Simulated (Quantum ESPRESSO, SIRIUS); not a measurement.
Ta: 6 runs at one level of theory

```xyz
1
Lattice="-1.6513 1.6513 1.6513 1.6513 -1.6513 1.6513 1.6513 1.6513 -1.6513" Properties=species:S:1:pos:R:3 pbc="T T T"
Ta    0.0000    0.0000    0.0000
```

Alike in all runs: task single point; functional PBE; k mesh 11 × 11 × 11; occupations fermi-dirac, width 0.05 eV; no spin polarisation; no spin-orbit coupling. Pressure is positive in compression and, in plane waves, holds the error of the finite cutoff.

```tsv
program and potentials	plane-wave cutoff (eV)	notes	pressure (GPa)
SIRIUS, PseudoDojo 0.4 PBE stringent (scalar relativistic)	1799	27 valence electrons an atom on average	2.07
SIRIUS, JTH 2.0 PBE (PAW)	557	13 valence electrons an atom on average	2.10
Quantum ESPRESSO, SSSP 1.3 efficiency PBE	748	13 valence electrons an atom on average	2.39
SIRIUS, PseudoDojo 0.5 PBE standard (scalar relativistic)	807	13 valence electrons an atom on average	2.54
SIRIUS, SSSP 1.3.0 PBE efficiency	828	13 valence electrons an atom on average	?
SIRIUS, in-house norm-conserving set, PBE (scalar relativistic)	1006	27 valence electrons an atom on average	2.50
```

Question: Estimate from the other rows what the run with SIRIUS, SSSP 1.3.0 PBE efficiency gave.

Answer: Pressure 2.40 GPa. The other rows, which needn't bracket it: pressure 2.07 to 2.54.
